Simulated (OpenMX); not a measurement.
Crystal: PbS.

```
Pb S
1.0
     4.08970    0.00000    0.00000
    -2.04485    3.54178    0.00000
     0.00000    0.00000    3.78817
Pb S
1 1
Direct
  0.00000 0.00000 0.00000
  0.66667 0.33333 0.50000
```

Measurements of this composition are mostly on another form, of space group No. 225.

| Quantity | Value |
| --- | --- |
| Program | OpenMX 3.8.5 |
| Task | single point |
| Functional | PBE |
| Potentials or basis | OpenMX 2013 PBE set, Pb8.0-s3p2d2f1, S7.0-s2p2d1f1, grid cutoff 500 Ry |
| k mesh | 9 × 9 × 7 |
| Occupations | fermi-dirac, width 0.05 eV |
| Spin | no spin polarisation |

On this cell: pressure 0.3 GPa; largest force 0.004 eV/Å; band gap on the k mesh none (metal or under the smearing width).

The same run follows on a disturbed copy (atoms moved at random, drawn with an rms of 0.05 Å):

```
Pb S
1.0
     4.08970    0.00000    0.00000
    -2.04485    3.54178    0.00000
     0.00000    0.00000    3.78817
Pb S
1 1
Cartesian
  0.0310 0.0111 -0.0069
  2.0037 1.1295 1.9106
```

Q: What changes?

A: The energy (extrapolated to zero smearing) moves by +4.3 meV/atom; pressure 0.5 GPa; largest force 0.188 eV/Å; band gap on the k mesh none (metal or under the smearing width).

Forces on the atoms (eV/Å):
```
Pb  -0.139 -0.126 -0.019
S    0.137  0.124  0.019
```

Caveats: the basis of atomic orbitals isn't converged, which shifts pressures, moduli and gaps.
